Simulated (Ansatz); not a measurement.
# Mg2Ge: the cost of one run

Program: Ansatz 0.2.0. PAW datasets, plane waves, zero pressure. No spin polarisation and no zero-point or thermal motion.

### 1 The cell

This is the cell as the run starts from it, not yet at rest; its lengths are not the crystal's.

It is cubic, Fm-3m (No. 225); a = 6.117 Å in the conventional setting, 19.08 Å³ an atom. Near Ge stand 8 Mg at 2.65 Å; near Mg stand 4 Ge at 2.65 Å.

Coordinates:

```
CELL_PARAMETERS angstrom
0.00000 3.05866 3.05866
3.05866 0.00000 3.05866
3.05866 3.05866 0.00000
ATOMIC_POSITIONS crystal
Ge 0.00000 0.00000 0.00000
Mg 0.25000 0.25000 0.25000
Mg 0.75000 0.75000 0.75000
```

### 2 Relaxation with PBE

input.yaml

```yaml
crystal:
  lattice:
    - [0.0, 3.0586631621, 3.0586631621]
    - [3.0586631621, 0.0, 3.0586631621]
    - [3.0586631621, 3.0586631621, 0.0]
  atoms:
    - { symbol: Ge, position: [0.0, 0.0, 0.0] }
    - { symbol: Mg, position: [0.25, 0.25, 0.25] }
    - { symbol: Mg, position: [0.75, 0.75, 0.75] }
kpoints:
  mp_grid: { grid: [6, 6, 6] }
hamiltonian:
  xc: pbe
scf:
  occupations: { method: fermi_dirac, width: 0.02 }
relax:
  f_tol: 0.005
  cell: {}
```

The run is started by

```console
$ ansatz run input.yaml --threads 2 --pin off --max-ram 2211MiB --backend cpu --events-out ev --progress --plain --runs-dir out
```

What time and memory should one allow on 2 threads of AMD EPYC 7R13 (Zen 3), shared host?

About 3.9 s, with a peak of 0.4 GiB.
